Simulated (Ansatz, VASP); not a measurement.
# Ni in VASP and in Ansatz

INCAR

```
SYSTEM = Ni
PREC     = Accurate       ! precision mode
ENCUT    = 600            ! plane-wave cutoff, eV
EDIFF    = 1E-7           ! SCF threshold, eV
ISMEAR   = 0              ! smearing method
SIGMA    = 0.1            ! smearing width, eV
LREAL    = .False.        ! projectors in reciprocal space
LASPH    = .True.         ! aspherical terms in the spheres
NELM     = 100            ! most SCF steps
ALGO     = Normal         ! electronic algorithm
ISIF     = 3              ! what is computed and relaxed
LWAVE    = .False.        ! write WAVECAR
LCHARG   = .False.        ! write CHGCAR
GGA      = PS             ! functional
IBRION   = 2              ! ionic algorithm
NSW      = 100            ! ionic steps
EDIFFG   = -0.01          ! ionic threshold
```

Contents of KPOINTS:

```
regular mesh
0
Gamma
  28 28 28
  0 0 0
```

POSCAR

```
Ni
1.0
   -1.3742438983      1.3742438983      1.3742438983
    1.3742438983     -1.3742438983      1.3742438983
    1.3742438983      1.3742438983     -1.3742438983
Ni
1
Direct
    0.0000000000      0.0000000000      0.0000000000
```

Input for Ansatz:

```yaml
crystal:
  lattice:
    - [-1.3742438983, 1.3742438983, 1.3742438983]
    - [1.3742438983, -1.3742438983, 1.3742438983]
    - [1.3742438983, 1.3742438983, -1.3742438983]
  atoms:
    - { symbol: Ni, position: [0.0, 0.0, 0.0] }
basis:
  ecutwfc: 420
kpoints:
  mp_grid: { grid: [28, 28, 28] }
hamiltonian:
  xc: pbesol
scf:
  occupations: { method: gaussian, width: 0.1 }
output:
  forces: true
  stress: true
  eigenvalues: true
relax:
  adjacent_minimum: "off"
  f_tol: 0.01
  max_steps: 80
  cell: { stress_tol: 0.05 }
```

Alike in both runs: task relaxation of cell and atoms; functional PBEsol; k mesh 28 × 28 × 28; occupations gaussian, width 0.1 eV; no spin polarisation.

|  | VASP | Ansatz |
| --- | --- | --- |
| version | VASP 6.6.1 | Ansatz 0.2.0 |
| potentials or method | VASP PAW PBE potentials, release 64 (Ni) | scalar-relativistic, plane waves, PAW |
| plane-wave cutoff (eV) | 600 | 420 |
| valence electrons in the cell | 10 | 18 |

```tsv
	VASP	Ansatz	Ansatz less VASP
gap on the k mesh at the Fermi level, each at its own relaxed structure (eV)	none	none	-
relaxed volume (Å³/atom)	10.38	10.38	0.000
relaxed cell length with the largest relative difference (Å)	2.380	2.380	0.0000
```

A gap of «none» marks a metal or a gap that the smearing closes. The two sets of potentials don't hold the same shells in valence.

Caveats: the relaxation stopped at its first step, so nothing moved; the PAW data sets were made with another functional, which shifts forces and pressure a little (VASP); the run has no spin polarisation, though such a crystal can be magnetic. Spin polarisation is off, so any magnetic state and its effect on volume and gap are missing.
